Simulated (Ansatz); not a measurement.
**P (Pmna) under strain**

A 4-atom cell of P (Pmna) from a materials database, relaxed with r2SCAN+rVV10 in Ansatz. The symmetry is Pmna (No. 53, orthorhombic); conventional cell a = 3.288 Å, b = 34.870 Å, c = 4.587 Å, 131.50 Å³ an atom. Around P lie 3 P at 2.21–2.25 Å.

The axes x, y and z are those of this cell:
```
P
1.0
     3.28841    0.00000    0.00000
     0.00000   34.87001    0.00000
     0.00000    0.00000    4.58734
P
4
Direct
  0.00000 0.97004 0.58974
  0.00000 0.02996 0.41026
  0.50000 0.02996 0.08974
  0.50000 0.97004 0.91026
```

Unstrained: PBE gives an indirect gap of 0.870 eV, from Γ–X (0.10 of the way from Γ) to Γ; the least direct gap is 0.874 eV at Γ. Least and direct gap differ so little that the kind isn't settled. With r2SCAN the valence top lies at Γ–X (0.10 of the way from Γ) and the conduction bottom at Γ, 1.045 eV higher; the smallest vertical gap, at Γ, is 1.048 eV. Least and direct gap differ so little that the kind isn't settled. With HSE06 the valence top lies at Γ–X (0.10 of the way from Γ) and the conduction bottom at Γ, 1.552 eV higher; the smallest vertical gap, at Γ, is 1.552 eV. Least and direct gap differ so little that the kind isn't settled. Meshes: PBE 8×2×6, r2SCAN 8×2×6, HSE06 6×1×4. Strains are changes of length per length. After each strain the atoms were relaxed again with r2SCAN+rVV10 within the symmetry that the strain leaves, so tilts or polar shifts that break it weren't tested; points keep the names that they have in the unstrained zone. The values are computed, spin-unpolarised, and not measurements.

Changes of the least gap in eV (an overlap counts as a negative gap):

| strain | volume change (%) | space group | PBE | r2SCAN | HSE06 |
| --- | --- | --- | --- | --- | --- |
| isotropic -1.35 % on every length | -4.0 | Pmna | -0.142 | -0.151 | – |

Isotropic -1.35 % on every length. r2SCAN: the gap goes from 1.045 to 0.894 eV (-0.151 eV); the edges go from Γ–X (0.10) → Γ to Γ–X (0.12) → Γ. Stress change with PBE, compression positive: xx +0.54, yy +0.01, zz +0.21 GPa.

Where an edge lies off the special points, it is a point of the mesh or the k point where a search put PBE's edge or least direct gap, reused for the other functionals, whose own edges may lie a little apart.

The meshes of the hybrids are coarse, so their gaps aren't converged to the digits shown.

For some runs the program warns that the potential is rough where the density is thin, which bears on empty states near the vacuum.
